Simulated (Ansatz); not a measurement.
Input of an Ansatz 0.2.0 run:

File input.yaml:

```yaml
crystal:
  lattice:
    - [4.31, 0.0, 0.0]
    - [-2.155, 3.7325694903, 0.0]
    - [0.0, 0.0, 7.05]
  atoms:
    - { symbol: Sr, position: [0.6666666667, 0.3333333333, 0.75] }
    - { symbol: Sr, position: [0.3333333333, 0.6666666667, 0.25] }
hamiltonian:
  xc: pbe
  pseudopotentials: { kind: paw }
kpoints:
  mp_grid: { grid: [7, 7, 4] }
scf:
  occupations: { method: fermi_dirac, width: 0.05 }
output:
  forces: true
  stress: true
  eigenvalues: true
  write_density: true
  write_potential: true
  elf: true
  volumetric_format: npy
```

Potentials or basis: Ansatz PAW.

Run with:

```sh
$ ansatz run input.yaml --threads 2 --pin off --max-ram 5120MiB --backend cpu --events-out ev --progress --plain --runs-dir out
```

**Question.** Predict the pressure.

**Answer.** -0.3 GPa.

**Question.** Predict the band gap on the k mesh.

**Answer.** None (metal or under the smearing width).

Stress tensor (GPa, compression positive):
```
-0.42  0.00  0.00
 0.00 -0.42  0.00
 0.00  0.00  0.06
```
